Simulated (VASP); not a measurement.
Set up this calculation in VASP 6.6.1, as the native input.

| Property | Result |
| --- | --- |
| Task | band structure |
| Functional | LDA |
| Potentials or basis | VASP PAW LDA potentials, release 64 (Ga_d, P) |
| Cutoff | 520 eV |
| k mesh | 10 × 10 × 10 |
| Occupations | gaussian, width 0.02 eV |
| Spin | no spin polarisation |
| Further INCAR settings | ALGO = Normal; EDIFF = 1e-07; NBANDS = 16 |

The structure of GaP lies in POSCAR:

```
GaP                                     
1.0
    0.0000000000      2.6967212633      2.6967212633
    2.6967212633      0.0000000000      2.6967212633
    2.6967212633      2.6967212633      0.0000000000
  Ga              P             
     1     1
Direct
     0.0000000000000000    0.0000000000000000    0.0000000000000000
     0.2500000000000000    0.2500000000000000    0.2500000000000000
```

One way to write it, as run:

INCAR

```
SYSTEM = GaP
PREC = Accurate ; ENCUT = 520
EDIFF = 1E-7 ; ISMEAR = 0
SIGMA = 0.02 ; LREAL = .FALSE.
LASPH = .TRUE. ; NELM = 100
ALGO = Normal ; ISIF = 2
LWAVE = .FALSE. ; LCHARG = .FALSE.
NBANDS = 16
```

KPOINTS

```
regular mesh
0
G
  10 10 10
  0 0 0
```

KPOINTS_OPT

```
path GXWKGLUWLK,UX
10
line-mode
reciprocal
 0.0000000000  0.0000000000  0.0000000000  G
 0.5000000000  0.0000000000  0.5000000000  X

 0.5000000000  0.0000000000  0.5000000000  X
 0.5000000000  0.2500000000  0.7500000000  W

 0.5000000000  0.2500000000  0.7500000000  W
 0.3750000000  0.3750000000  0.7500000000  K

 0.3750000000  0.3750000000  0.7500000000  K
 0.0000000000  0.0000000000  0.0000000000  G

 0.0000000000  0.0000000000  0.0000000000  G
 0.5000000000  0.5000000000  0.5000000000  L

 0.5000000000  0.5000000000  0.5000000000  L
 0.6250000000  0.2500000000  0.6250000000  U

 0.6250000000  0.2500000000  0.6250000000  U
 0.5000000000  0.2500000000  0.7500000000  W

 0.5000000000  0.2500000000  0.7500000000  W
 0.5000000000  0.5000000000  0.5000000000  L

 0.5000000000  0.5000000000  0.5000000000  L
 0.3750000000  0.3750000000  0.7500000000  K

 0.6250000000  0.2500000000  0.6250000000  U
 0.5000000000  0.0000000000  0.5000000000  X
```

Potentials or basis: VASP PAW LDA potentials, release 64 (Ga_d, P).

Launch:

```sh
$ cat potpaw_LDA.64/Ga_d/POTCAR potpaw_LDA.64/P/POTCAR > POTCAR
$ mpirun -np 1 vasp_std > vasp.out
```

It gave:

The pressure is 0.0 GPa, the band gap on the k mesh is 1.40 eV, indirect (least direct gap 1.90 eV) and the band gap along the path is 1.39 eV, indirect (least direct gap 1.90 eV).

Run time: 48 s on 1 thread of Intel(R) Xeon(R) Platinum 8488C (Sapphire Rapids), with other jobs on the host, peak memory 0.17 GiB.
